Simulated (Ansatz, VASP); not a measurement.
# C: VASP beside Ansatz

```xyz
2
Lattice="0.0000 1.7769 1.7769 1.7769 0.0000 1.7769 1.7769 1.7769 0.0000" Properties=species:S:1:pos:R:3 pbc="T T T"
C     0.0000    0.0000    0.0000
C     0.8885    0.8885    0.8885
```

Alike in both runs: functional PBEsol; k mesh 12 × 12 × 12; occupations gaussian, width 0.02 eV; no spin polarisation.

Ansatz relaxed the structure, and its values are those at the end. VASP's run is a single point on that final structure, the one shown.

|  | VASP | Ansatz |
| --- | --- | --- |
| version | VASP 6.6.1 | Ansatz 0.2.0 |
| potentials or method | VASP PAW PBE potentials, release 64 (C) | scalar-relativistic, plane waves, PAW |
| plane-wave cutoff (eV) | 520 | 420 |
| valence electrons in the cell | 8 | 8 |

|  | VASP | Ansatz | Ansatz less VASP |
| --- | --- | --- | --- |
| gap on the k mesh at the Fermi level (eV) | 4.06 | 4.07 | +0.005 |
| least direct gap on the mesh (eV) | 5.57 | 5.57 | +0.001 |
| pressure (GPa) | 1.1 | 0.0 | -1.10 |

Caveats: the PAW data sets were made with another functional, which shifts forces and pressure a little (VASP).
